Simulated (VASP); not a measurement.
# Na (I4/mmm) in VASP: notebook

One crystal, Na, is run at these levels: PBE, BLYP, rSCAN+D3(BJ); tasks: single point, electron localisation function.

Everything below comes from runs of VASP 6.6.1. Logs are shortened: lines on timing, memory, paths and dates and some standing lists are left out, and cuts for length are marked.

## (1) Starting point

Symmetry: I4/mmm, No. 139, tetragonal system. The conventional cell has a = 3.777 Å, b = 3.777 Å, c = 5.275 Å, α = 90.00°, β = 90.00°, γ = 90.00°. Na (site symmetry 4/mmm) has 12 Na at 3.75 to 3.78 Å as nearest neighbours.

This isn't the form of Na at room conditions, which is bcc.

## (2) Single point, PBE

The input, INCAR:

```
SYSTEM = Na
ALGO     = Fast           ! electronic algorithm
EDIFF    = 1E-6           ! SCF threshold, eV
ENCUT    = 520            ! plane-wave cutoff, eV
GGA      = PE             ! functional
ISIF     = 2              ! what is computed and relaxed
ISMEAR   = 0              ! smearing method
LASPH    = .TRUE.         ! aspherical terms in the spheres
LCHARG   = .TRUE.         ! write CHGCAR
LELF     = .TRUE.         ! ELF
LREAL    = .FALSE.        ! projectors in reciprocal space
LVHAR    = .TRUE.       
LWAVE    = .FALSE.        ! write WAVECAR
NELM     = 60             ! most SCF steps
PREC     = Accurate       ! precision mode
SIGMA    = 0.02           ! smearing width, eV
```

The input, KPOINTS:

```
k-points
0
G
  10 10 10
  0 0 0
```

The input, POSCAR:

```
Na
1.0
   -1.8882910800      1.8882910800      2.6372766800
    1.8882910800     -1.8882910800      2.6372766800
    1.8882910800      1.8882910800     -2.6372766800
Na
1
Cartesian
    0.0000000000      0.0000000000      0.0000000000
```

Potentials or basis: VASP PAW PBE potentials, release 64 (Na_pv).

Command:

```bash
$ cat potpaw_PBE.64/Na_pv/POTCAR > POTCAR
$ mpirun -np 1 vasp_std > vasp.out
```

OUTCAR:

```text
SYSTEM = Na
   EDIFF = 1E-6
   ENCUT = 520
   GGA = PE
   ISIF = 2
   ISMEAR = 0
   LASPH = .TRUE.
   LREAL = .FALSE.
   NELM = 60
   PREC = Accurate

 ion  position               nearest neighbor table
   1  0.000  0.000  0.000-

  LATTYP: Found a body centered tetragonal cell.
 ALAT       =     3.7765821600
 C/A-ratio  =     1.3966473220

  Lattice vectors:

 A1 = (  -1.8882910800,   1.8882910800,   2.6372766800)
 A2 = (   1.8882910800,  -1.8882910800,   2.6372766800)
 A3 = (   1.8882910800,   1.8882910800,  -2.6372766800)

Analysis of symmetry for initial positions (statically):
=====================================================================
 Subroutine PRICEL returns:
 Original cell was already a primitive cell.

 Routine SETGRP: Setting up the symmetry group for a
 body centered tetragonal supercell.

 Subroutine GETGRP returns: Found 16 space group operations
 (whereof 16 operations were pure point group operations)
 out of a pool of 16 trial point group operations.

The static configuration has the point symmetry D_4h.

Analysis of symmetry for dynamics (positions and initial velocities):
=====================================================================
 Subroutine PRICEL returns:
 Original cell was already a primitive cell.

 Routine SETGRP: Setting up the symmetry group for a
 body centered tetragonal supercell.

 Subroutine GETGRP returns: Found 16 space group operations
 (whereof 16 operations were pure point group operations)
 out of a pool of 16 trial point group operations.

The dynamic configuration has the point symmetry D_4h.

 Subroutine INISYM returns: Found 16 space group operations
 (whereof 16 operations are pure point group operations),
 and found     1 'primitive' translations

----------------------------------------------------------------------------------------

                                     Primitive cell

  volume of cell :      37.6144

  direct lattice vectors                    reciprocal lattice vectors
    -1.888291080  1.888291080  2.637276680     0.000000000  0.264789685  0.189589512
     1.888291080 -1.888291080  2.637276680     0.264789685  0.000000000  0.189589512
     1.888291080  1.888291080 -2.637276680     0.264789685  0.264789685  0.000000000

  length of vectors
     3.753200593  3.753200593  3.753200593     0.325665105  0.325665105  0.374469164

  position of ions in fractional coordinates (direct lattice)
     0.000000000  0.000000000  0.000000000

  ion indices of the primitive-cell ions
   primitive index   ion index
                 1           1

----------------------------------------------------------------------------------------

 KPOINTS: k-points

Automatic generation of k-mesh.
 Grid dimensions read from file:
 generate k-points for:   10   10   10

 Generating k-lattice:

  Cartesian coordinates                     Fractional coordinates (reciprocal lattice)
     0.000000000  0.026478968  0.018958951     0.100000000  0.000000000 -0.000000000
     0.026478968  0.000000000  0.018958951     0.000000000  0.100000000 -0.000000000
     0.026478968  0.026478968  0.000000000     0.000000000  0.000000000  0.100000000

  Length of vectors
     0.032566510  0.032566510  0.037446916

  Shift w.r.t. Gamma in fractional coordinates (k-lattice)
     0.000000000  0.000000000  0.000000000

 Subroutine IBZKPT returns following result:
 ===========================================

 Found    102 irreducible k-points:

 Following reciprocal coordinates:
            Coordinates               Weight
  0.000000  0.000000  0.000000      1.000000
  0.100000 -0.000000  0.000000      8.000000
  0.200000 -0.000000  0.000000      8.000000
  0.300000 -0.000000  0.000000      8.000000
  0.400000 -0.000000  0.000000      8.000000
  0.500000 -0.000000  0.000000      4.000000
[... 16 lines left out ...]
  0.300000  0.300000  0.000000      8.000000
  0.400000  0.300000  0.000000     16.000000
 [... further k-points ...]
   k-points           NKPTS =    102   k-points in BZ     NKDIM =    102   number of bands    NBANDS=      7
   number of dos      NEDOS =    301   number of ions     NIONS =      1
   total plane-waves  NPLWV =  21952
   dimension x,y,z NGX =    28 NGY =   28 NGZ =   28
   dimension x,y,z NGXF=    56 NGYF=   56 NGZF=   56
   ions per type =               1
   NGX,Y,Z   is equivalent  to a cutoff of  12.40, 12.40, 12.40 a.u.
   NGXF,Y,Z  is equivalent  to a cutoff of  24.80, 24.80, 24.80 a.u.
 SYSTEM =  Na
   PREC   = accura    normal or accurate (medium, high low for compatibility)
   ISTART =      0    job   : 0-new  1-cont  2-samecut
   ICHARG =      2    charge: 1-file 2-atom 10-const
   ISPIN  =      1    spin polarized calculation?
   LNONCOLLINEAR =      F non collinear calculations
   LSORBIT =      F    spin-orbit coupling
   LASPH  =      T    aspherical Exc in radial PAW
   ENCUT  =  520.0 eV  38.22 Ry    6.18 a.u.   6.98  6.98  6.98*2*pi/ulx,y,z
   NELM   =     60;   NELMIN=  2; NELMDL= -5     # of ELM steps
   EDIFF  = 0.1E-05   stopping-criterion for ELM
   LREAL  =      F    real-space projection
   EDIFFG = 0.1E-04   stopping-criterion for IOM
   NSW    =      0    number of steps for IOM
   IBRION =     -1    ionic relax: 0-MD 1-quasi-New 2-CG
   NFREE  =      0    steps in history (QN), initial steepest desc. (CG)
   ISIF   =      2    stress and relaxation
   ISYM   =      2    0-nonsym 1-usesym 2-fastsym
   POTIM  = 0.5000    time-step for ionic-motion
   TEBEG  =    0.0;   TEEND  =   0.0 temperature during run
   PSTRESS=    0.0 pullay stress
   NELECT =       7.0000    total number of electrons
   NUPDOWN=      -1.0000    fix difference up-down
   EMIN   =  10.00;   EMAX   =-10.00  energy-range for DOS
   EFERMI =   0.00;   METHOD = LEGACY
   ISMEAR =     0;   SIGMA  =   0.02  broadening in eV -4-tet -1-fermi 0-gaus
   EFERMI_NEDOS =   21; number of points for ismear=-14 and -15
   IALGO  =     68    algorithm
   IMIX   =      4    mixing-type and parameters
     AMIX     =   0.40;   BMIX     =  1.00
     AMIX_MAG =   1.60;   BMIX_MAG =  1.00
  volume/ion in A,a.u.               =      37.61       253.83
  Fermi-wavevector in a.u.,A,eV,Ry     =   0.934666  1.766262 11.886050  0.873600
  Thomas-Fermi vector in A             =   2.061494
   LORBIT       =      0    0 simple, 1 ext, 2 COOP (PROOUT), +10 PAW based schemes
   GGA     = PE    functional components
   LHFCALC =     F    Hartree Fock is set to
   AEXX    =    0.0000 exact exchange contribution
   IVDW    =     0    specifies the selected vdW correction
   LEPSILON=     F    determine dielectric tensor
   LRPA    =     F    only Hartree local field effects (RPA)
 non-spin polarized calculation
 RMM-DIIS sequential band-by-band and
 Gauss-broadening in eV      SIGMA  =   0.02
  energy-cutoff  :      520.00
  volume of cell :       37.61
 maximum number of plane-waves:      1025
   NGX = 13   NGY = 13   NGZ = 13

 number of electron       6.9999993 magnetization

 Free energy of the ion-electron system (eV)
  ---------------------------------------------------
  ext. energy  EPLUGINS =         0.00000000
  ---------------------------------------------------
  free energy    TOTEN  =        -1.30994654 eV

  energy without entropy =       -1.30955225  energy(sigma->0) =       -1.30974939

 E-fermi :   0.1867     XC(G=0):  -6.4640

 val. band max:        0.1742616576   @ k =   0.5000   0.2000   0.1000
 cond. band min:       0.1914468282   @ k =   0.4000   0.1000   0.0000
 fundamental gap:      0.0171851706
 Fermi energy:         0.1867078122

 k-point     1 :       0.0000    0.0000    0.0000
  band No.  band energies     occupation
      1     -24.6220      2.00000
      2     -24.6214      2.00000
      3     -24.6214      2.00000
      4      -2.9612      2.00000
      5      11.2806      0.00000
      6      11.2806      0.00000
      7      11.3228      0.00000

 k-point     2 :       0.1000   -0.0000    0.0000
  band No.  band energies     occupation
      1     -24.6248      2.00000
      2     -24.6222      2.00000
      3     -24.6219      2.00000
      4      -2.7964      2.00000
      5       9.2858      0.00000
      6      10.9632      0.00000
      7      11.0124      0.00000

 k-point     3 :       0.2000   -0.0000    0.0000
  band No.  band energies     occupation
      1     -24.6331      2.00000
      2     -24.6233      2.00000
      3     -24.6231      2.00000
      4      -2.3051      2.00000
      5       6.8889      0.00000
      6      10.5354      0.00000
      7      10.6171      0.00000

 k-point     4 :       0.3000   -0.0000    0.0000
  band No.  band energies     occupation
      1     -24.6434      2.00000
      2     -24.6246      2.00000
      3     -24.6246      2.00000
      4      -1.4964      2.00000
      5       4.6887      0.00000
      6      10.2846      0.00000
      7      10.3987      0.00000

 k-point     5 :       0.4000   -0.0000    0.0000
  band No.  band energies     occupation
      1     -24.6516      2.00000
      2     -24.6259      2.00000
      3     -24.6257      2.00000
      4      -0.3854      2.00000
      5       2.7393      0.00000
      6      10.2275      0.00000
      7      10.3735      0.00000

 k-point     6 :       0.5000   -0.0000    0.0000
  band No.  band energies     occupation
      1     -24.6548      2.00000
      2     -24.6263      2.00000
      3     -24.6261      2.00000
      4       0.8408      0.00000
      5       1.2336      0.00000
      6      10.2551      0.00000
      7      10.4207      0.00000

 k-point     7 :       0.1000    0.1000    0.0000
  band No.  band energies     occupation
      1     -24.6291      2.00000
      2     -24.6238      2.00000
      3     -24.6223      2.00000
      4      -2.5211      2.00000
      5       8.2627      0.00000
      6       9.1060      0.00000
      7      11.7209      0.00000
[... 121 lines left out ...]
 k-point    20 :      -0.4000    0.2000   -0.0000
  band No.  band energies     occupation
      1     -24.6459      2.00000
      2     -24.6301      2.00000
      3     -24.6286      2.00000
      4      -0.6085      2.00000
      5       4.5285      0.00000
      6       7.3764      0.00000
      7       8.4749      0.00000

 k-point    21 :      -0.3000    0.2000   -0.0000
  band No.  band energies     occupation
      1     -24.6389      2.00000
      2     -24.6280      2.00000
      3     -24.6271      2.00000
      4      -1.5070      2.00000
      5       6.5800      0.00000
      6       8.2849      0.00000
      7       8.6080      0.00000

 k-point    22 :      -0.2000    0.2000    0.0000
  band No.  band energies     occupation
      1     -24.6325      2.00000
      2     -24.6263      2.00000
      3     -24.6254      2.00000
      4      -2.0954      2.00000
      5       8.4289      0.00000
      6       8.9990      0.00000
      7       9.0157      0.00000

 k-point    23 :       0.3000    0.3000    0.0000
  band No.  band energies     occupation
      1     -24.6458      2.00000
      2     -24.6402      2.00000
      3     -24.6282      2.00000
      4       0.8682      0.00000
      5       3.5481      0.00000
      6       4.3777      0.00000
      7       8.8454      0.00000

 k-point    24 :       0.4000    0.3000    0.0000
  band No.  band energies     occupation
      1     -24.6471      2.00000
      2     -24.6402      2.00000
      3     -24.6300      2.00000
      4       2.0101      0.00000
      5       2.4406      0.00000
      6       4.3880      0.00000
      7       8.2555      0.00000

 [... further k-points ...]

------------------------ aborting loop because EDIFF is reached ----------------------------------------

  FORCE on cell =-STRESS in cart. coord.  units (eV):
  Direction    XX          YY          ZZ          XY          YZ          ZX
  --------------------------------------------------------------------------------------
  -------------------------------------------------------------------------------------
  Total        0.0123901      0.0123901     -0.0963063      0.0000000      0.0000000      0.0000000
  in kB        0.5277549      0.5277549     -4.1021535      0.0000000      0.0000000      0.0000000
  external PRESSURE =      -1.0155479 kB  Pullay stress =       0.0000000 kB

 VOLUME and BASIS-vectors are now :
 -----------------------------------------------------------------------------
  energy-cutoff  :      520.00
  volume of cell :       37.61
      direct lattice vectors                 reciprocal lattice vectors
    -1.888291080  1.888291080  2.637276680     0.000000000  0.264789685  0.189589512
     1.888291080 -1.888291080  2.637276680     0.264789685  0.000000000  0.189589512
     1.888291080  1.888291080 -2.637276680     0.264789685  0.264789685  0.000000000

 POSITION                                       TOTAL-FORCE (eV/Angst)
 -----------------------------------------------------------------------------------
      0.00000      0.00000      0.00000         0.000000      0.000000      0.000000
 -----------------------------------------------------------------------------------
    total drift:                               -0.000000     -0.000000     -0.000000

  FREE ENERGIE OF THE ION-ELECTRON SYSTEM (eV)
  ---------------------------------------------------
  free  energy   TOTEN  =        -1.3099465397 eV

  energy  without entropy=       -1.3095522470  energy(sigma->0) =       -1.30974939
```

Wall time 14 s (1 thread of Intel Xeon Platinum 8375C at 2.90GHz (Ice Lake), shared host); peak memory 0.16 GiB.

What came out:

```
Free energy            : -1.3099 eV
Pressure               : -0.1 GPa
Band gap on the k mesh : none (metal or under the smearing width)
```

Stress tensor (GPa, compression positive):
```
 0.05  0.00  0.00
 0.00  0.05  0.00
 0.00  0.00 -0.41
```

## (3) Single point, PBE

The input, run.py:

```python
from ase.calculators.vasp import Vasp
from ase.dft.bandgap import bandgap
from ase.spacegroup import crystal

atoms = crystal(
    ['Na'],
    basis=[[0.0, 0.0, 0.0]],
    spacegroup=139,
    setting=1,
    cellpar=[3.77658216, 3.77658216, 5.27455336, 90.0, 90.0, 90.0],
    primitive_cell=True,
)
calc = Vasp(
    directory='calc',
    xc='pbe',
    pp='PBE',
    setups='recommended',
    prec='Accurate',
    encut=520,
    ediff=1e-06,
    ismear=0,
    sigma=0.02,
    lreal=False,
    lasph=True,
    nelm=80,
    algo='Normal',
    isif=2,
    lwave=False,
    lcharg=False,
    kpts=[10, 10, 10],
    gamma=True,
    nbands=10,
)
atoms.calc = calc

print('energy (eV):', atoms.get_potential_energy())
print('free energy (eV):', atoms.get_potential_energy(force_consistent=True))
print('forces (eV/A):')
print(atoms.get_forces())
print('stress (eV/A^3, Voigt):', atoms.get_stress())
print('Fermi level (eV):', calc.get_fermi_level())
gap, top, bottom = bandgap(calc)
print('band gap (eV):', gap, 'from (spin, k, band)', top, 'to', bottom)
```

Potentials or basis: VASP PAW PBE potentials, release 64 (Na_pv).

Command:

```bash
$ python run.py
```

It took 15 s on 1 thread of Intel Xeon Platinum 8375C at 2.90GHz (Ice Lake), shared host; peak memory 0.17 GiB.

Results (log left out):

- Free energy: -1.3099 eV
- Pressure: -0.1 GPa
- Band gap on the k mesh: none (metal or under the smearing width)

Stress tensor (GPa, compression positive):
```
 0.01  0.00  0.00
 0.00  0.01  0.00
 0.00  0.00 -0.46
```

Levels at points of the mesh, in eV from the Fermi level:
| k point | band 1 | band 2 | band 3 | band 4 | band 5 | band 6 |
| --- | --- | --- | --- | --- | --- | --- |
| (0.00, 0.00, 0.00) | -24.81 | -24.81 | -24.81 | -3.15 | 11.09 | 11.09 |
| (0.50, 0.00, 0.00) | -24.84 | -24.81 | -24.81 | 0.65 | 1.05 | 10.07 |
| (0.50, 0.50, 0.00) | -24.84 | -24.82 | -24.82 | 1.81 | 2.35 | 6.36 |
| (0.50, 0.50, 0.50) | -24.84 | -24.82 | -24.82 | 1.94 | 2.48 | 6.26 |

## (4) Electron localisation function, BLYP (cell strained at random at fixed volume)

The input, INCAR:

```
SYSTEM = Na
  PREC = Medium
  ENCUT = 520
  EDIFF = 1E-6
  ISMEAR = 1
  SIGMA = 0.2
  LREAL = .False.
  LASPH = .True.
  NELM = 100
  ALGO = Normal
  ISIF = 2
  LWAVE = .False.
  LCHARG = .True.
  GGA = B5
  ALDAX = 1.0
  AGGAX = 1.0
  AGGAC = 1.0
  ALDAC = 0.0
  LELF = .True.
  ADDGRID = .True.
```

The input, KPOINTS:

```
regular mesh
0
Gamma
  10 10 10
  0 0 0
```

The input, POSCAR:

```
Na
3.7686
   -0.495242530383      0.501208406305      0.709600647455
    0.482291301810     -0.513862972987      0.709388367033
    0.494450193706      0.513070636311     -0.718661306586
Na
1
Direct
    0.0000000000      0.0000000000      0.0000000000
```

Command:

```bash
$ cat potpaw_PBE.64/Na_pv/POTCAR > POTCAR
$ mpirun -np 1 vasp_std > vasp.out
```

It took 22 s on 1 thread of Intel Xeon Platinum 8375C at 2.90GHz (Ice Lake), shared host; peak memory 0.21 GiB.

These settings aren't checked as converged (typed here: PREC = Medium; ADDGRID = yes): the numbers below hold their error.

What came out:

| Property | Result |
| --- | --- |
| Free energy | -0.9359 eV |
| Pressure | 0.0 GPa |
| Band gap on the k mesh | none (metal or under the smearing width) |

Caveat: the PAW data sets were made with another functional, which shifts forces and pressure a little.

## (5) Single point, rSCAN+D3(BJ) (volume scaled by 0.96)

The input, run.py:

```python
from ase.calculators.vasp import Vasp
from ase.dft.bandgap import bandgap
from ase.io import read

atoms = read('Na.xyz')
calc = Vasp(
    directory='calc',
    xc='rscan',
    pp='PBE',
    setups='gw',
    prec='Accurate',
    encut=450,
    ediff=1e-06,
    ismear=-1,
    sigma=0.02,
    lreal=False,
    lasph=True,
    nelm=100,
    algo='Normal',
    isif=2,
    lwave=False,
    lcharg=True,
    lmixtau=True,
    ivdw=12,
    vdw_s6=1.0,
    vdw_s8=1.08859014,
    vdw_a1=0.47023427,
    vdw_a2=5.73408312,
    lelf=True,
    lvhar=True,
    nelmdl=-8,
    isym=1,
    kpts=[10, 10, 10],
    gamma=True,
)
atoms.calc = calc

print('energy (eV):', atoms.get_potential_energy())
print('free energy (eV):', atoms.get_potential_energy(force_consistent=True))
print('forces (eV/A):')
print(atoms.get_forces())
print('stress (eV/A^3, Voigt):', atoms.get_stress())
print('Fermi level (eV):', calc.get_fermi_level())
gap, top, bottom = bandgap(calc)
print('band gap (eV):', gap, 'from (spin, k, band)', top, 'to', bottom)
```

The input, Na.xyz:

```xyz
1
Lattice="-1.8627705045 1.8627705045 2.6016334366 1.8627705045 -1.8627705045 2.6016334366 1.8627705045 1.8627705045 -2.6016334366" Properties=species:S:1:pos:R:3 pbc="T T T"
Na     0.0000000000      0.0000000000      0.0000000000
```

Potentials or basis: VASP PAW PBE potentials, release 64 (Na_sv_GW).

Command:

```bash
$ python run.py
```

It took 1.9 min on 1 thread of Intel Xeon Platinum 8375C at 2.90GHz (Ice Lake), shared host; peak memory 0.18 GiB.

The run converged, but some of its settings lie outside the range that counts as converged (typed here: ENCUT = 450; NELMDL = -8; ISYM = 1), so its numbers aren't taken as properties of the crystal.

What came out:

```
Free energy                : -7.0961 eV
Pressure                   : -0.2 GPa
Band gap on the k mesh     : none (metal or under the smearing width)
Dispersion energy per atom : -0.093 eV
```

Caveat: the cutoff is under 1.25 times the usual one of these potentials, so pressure, stress and relaxed cells hold a basis-set (Pulay) error; the PAW data sets were made with another functional, which shifts forces and pressure a little; pairwise dispersion overbinds metals, which lowers pressure and volume.
